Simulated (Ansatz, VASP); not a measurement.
One calculation of BN, two programs

File INCAR:

```
SYSTEM = BN
PREC = Accurate ; ENCUT = 520
EDIFF = 1E-7 ; ISMEAR = 0
SIGMA = 0.05 ; LREAL = .FALSE.
LASPH = .TRUE. ; NELM = 80
ALGO = Normal ; ISIF = 2
LWAVE = .FALSE. ; LCHARG = .FALSE.
GGA = PE ; IVDW = 12
NBANDS = 16
```

File KPOINTS:

```
regular mesh
0
G
  12 12 4
  0 0 0
```

The input POSCAR:

```
BN
1.0
    2.3619988990      0.0000000000      0.0000000000
   -1.1809994495      2.0455510502      0.0000000000
    0.0000000000      0.0000000000      7.5546372399
B N
2 2
Direct
    0.0000000000      0.0000000000      0.5000000000
    0.3333333333      0.6666666667      0.0000000000
    0.0000000000      0.0000000000      0.0000000000
    0.6666666667      0.3333333333      0.5000000000
```

Input for Ansatz:

```yaml
crystal:
  lattice:
    - [2.361998899, 0.0, 0.0]
    - [-1.1809994495, 2.0455510502, 0.0]
    - [0.0, 0.0, 7.5546372399]
  atoms:
    - { symbol: B, position: [0.0, 0.0, 0.5] }
    - { symbol: B, position: [0.3333333333, 0.6666666667, 0.0] }
    - { symbol: "N", position: [0.0, 0.0, 0.0] }
    - { symbol: "N", position: [0.6666666667, 0.3333333333, 0.5] }
basis:
  ecutwfc: 420
kpoints:
  mp_grid: { grid: [12, 12, 4] }
hamiltonian:
  xc: pbe
  dispersion: d3bj
scf:
  occupations: { method: gaussian, width: 0.05 }
output:
  forces: true
  stress: true
  eigenvalues: true
```

Alike in both runs: task single point; functional PBE; dispersion D3(BJ); k mesh 12 × 12 × 4; occupations gaussian, width 0.05 eV; no spin polarisation.

|  | VASP | Ansatz |
| --- | --- | --- |
| version | VASP 6.6.1 | Ansatz 0.2.0 |
| potentials or method | VASP PAW PBE potentials, release 64 (B, N) | scalar-relativistic, plane waves, PAW |
| plane-wave cutoff (eV) | 520 | 420 |
| valence electrons in the cell | 16 | 16 |

```csv
,VASP,Ansatz,Ansatz less VASP
gap on the k mesh at the Fermi level (eV),4.45,4.46,+0.010
least direct gap on the mesh (eV),5.08,5.08,+0.005
```

 A k mesh can miss the band edges. PBE gaps usually lie below the measured ones, often by a third to a half.
